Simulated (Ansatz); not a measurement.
# Deforming Pb

```xyz
2
Lattice="0.0000 3.4390 3.4390 3.4390 0.0000 3.4390 3.4390 3.4390 0.0000" Properties=species:S:1:pos:R:3 pbc="T T T"
Pb    0.0000    0.0000    0.0000
Pb    1.7195    1.7195    1.7195
```

Atom numbers follow the list: Pb1, Pb2.

The cell is the one relaxed in the Materials Project (mp-1247117), not relaxed further here; entries there can be hypothetical.

Spin–orbit coupling is left out, though it moves levels of the heavy atoms by tenths of an eV or more.

Computed with Ansatz 0.2.0, DFT, PBE, all-electron PAW with datasets made for the crystal, scalar-relativistic.

The runs use a Γ-centred 8×8×8 k mesh, Fermi–Dirac smearing of 0.05 eV, cutoff 240 eV (chosen by the program for this cell), no spin polarisation.

The unchanged cell is at 2.37 GPa.

In a metal, stresses and small energies carry noise from the k mesh.

x, y and z are the Cartesian axes of the cell as listed; fractional coordinates follow a strain, and an engineering shear is twice the off-diagonal strain component.

Task: With this change (equal xy, yz and zx engineering shear strains of -3 %), what becomes of the energy and stress and forces?

Result: Energy change +14 meV/atom; stress change (xx, yy, zz, yz, xz, xy) 0.16, 0.16, 0.16, 1.19, 1.19, 1.19 GPa, compression positive; change of the force on Pb1 (-0.261, -0.261, -0.261) eV/Å.

Task: With this change (equal xy, yz and zx engineering shear strains of -1 %), what becomes of the energy and stress and forces?

Result: Energy change +1 meV/atom; stress change (xx, yy, zz, yz, xz, xy) 0.02, 0.02, 0.02, 0.38, 0.38, 0.38 GPa, compression positive; change of the force on Pb1 (-0.079, -0.079, -0.079) eV/Å.

Task: With this change (equal xy, yz and zx engineering shear strains of +2 %), what becomes of the energy and stress and forces?

Result: Energy change +6 meV/atom; stress change (xx, yy, zz, yz, xz, xy) 0.06, 0.06, 0.06, -0.70, -0.70, -0.70 GPa, compression positive; change of the force on Pb1 (0.140, 0.140, 0.140) eV/Å.

Task: With this change (equal xy, yz and zx engineering shear strains of -2 %), what becomes of the energy and stress and forces?

Result: Energy change +6 meV/atom; stress change (xx, yy, zz, yz, xz, xy) 0.07, 0.07, 0.07, 0.77, 0.77, 0.77 GPa, compression positive; change of the force on Pb1 (-0.165, -0.165, -0.165) eV/Å.

Task: With this change (equal xy, yz and zx engineering shear strains of +1 %), what becomes of the energy and stress and forces?

Result: Energy change +1 meV/atom; stress change (xx, yy, zz, yz, xz, xy) 0.02, 0.02, 0.02, -0.36, -0.36, -0.36 GPa, compression positive; change of the force on Pb1 (0.073, 0.073, 0.073) eV/Å.

With equal xy, yz and zx engineering shear strains of +3 %: energy change +12 meV/atom; stress change (xx, yy, zz, yz, xz, xy) 0.14, 0.14, 0.14, -1.02, -1.02, -1.02 GPa, compression positive; change of the force on Pb2 (-0.203, -0.203, -0.203) eV/Å.
